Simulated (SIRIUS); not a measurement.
Runs of SIRIUS 7.10.0 on TiB2. Symmetry: P6/mmm, No. 191, hexagonal system. Conventional cell: a = 3.029 Å, b = 3.029 Å, c = 3.228 Å, α = 90.00°, β = 90.00°, γ = 120.00°. Ti (site symmetry 6/mmm) is surrounded by 12 B at 2.38 Å. Around B (site symmetry -6m2) lie 3 B at 1.75 Å. 

```csv
task,level,potentials or basis,U,cell,k mesh,form of the Hubbard term,hubbard projectors,start of the occupations,optimizer,fmax,mesh quality,gap on the mesh (eV),pressure (GPa),relaxed volume (Å³/atom)
single point,PBE+U,PseudoDojo 0.4.1 PBE standard (scalar relativistic),Ti d U = 4 eV,as given,10 × 10 × 8,simplified (Dudarev),orthogonalised atomic orbitals,the program's own,-,-,not flagged,none,3.8,-
relaxation of cell and atoms,PBE+D3(BJ),PseudoDojo 0.4.1 PBE standard (scalar relativistic),-,relaxed,5 × 5 × 4,-,-,-,BFGS,0.02 eV/Å,coarse,none,-0.1,8.29
single point,PBE+U,PseudoDojo 0.4.1 PBE standard (scalar relativistic),Ti d U = 6 eV,as given,10 × 10 × 8,simplified (Dudarev),orthogonalised atomic orbitals,the program's own,-,-,not flagged,none,(a),-
relaxation of cell and atoms,PBE,PseudoDojo 0.4.1 PBE standard (scalar relativistic),-,relaxed,5 × 5 × 4,-,-,-,BFGS,0.02 eV/Å,coarse,none,-0.3,(b)
relaxation of cell and atoms,PBE,PseudoDojo 0.4.1 PBE standard (scalar relativistic),-,relaxed to 20 GPa,4 × 4 × 4,-,-,-,BFGS,0.02 eV/Å,coarse,none,19.8,-
single point,PBEsol,PseudoDojo 0.4.1 PBEsol standard (scalar relativistic),-,as given,10 × 10 × 8,-,-,-,-,-,not flagged,none,-4.7,-
relaxation of cell and atoms,PBE,PseudoDojo 0.4.1 PBE standard (scalar relativistic),-,relaxed to 10 GPa,4 × 4 × 4,-,-,-,BFGS,0.02 eV/Å,coarse,none,9.8,-
single point,PBE+U,PseudoDojo 0.4.1 PBE standard (scalar relativistic),Ti d U = 8 eV,as given,10 × 10 × 8,simplified (Dudarev),orthogonalised atomic orbitals,the program's own,-,-,not flagged,none,8.3,-
```

Alike in all rows: no spin polarisation; cutoff (eV) 1152; smearing fermi-dirac 0.05 eV.

Fill in the values left out.

(a) 5.9; (b) 8.56.

Caveats: some runs use coarse meshes; U without spin polarisation on a metal has little footing (some runs); the U is typed as a test and isn't derived for this compound (some runs); pairwise dispersion overbinds metals, which lowers pressure and volume (some runs).

A gap of «none» marks a metal or a gap under the smearing width.
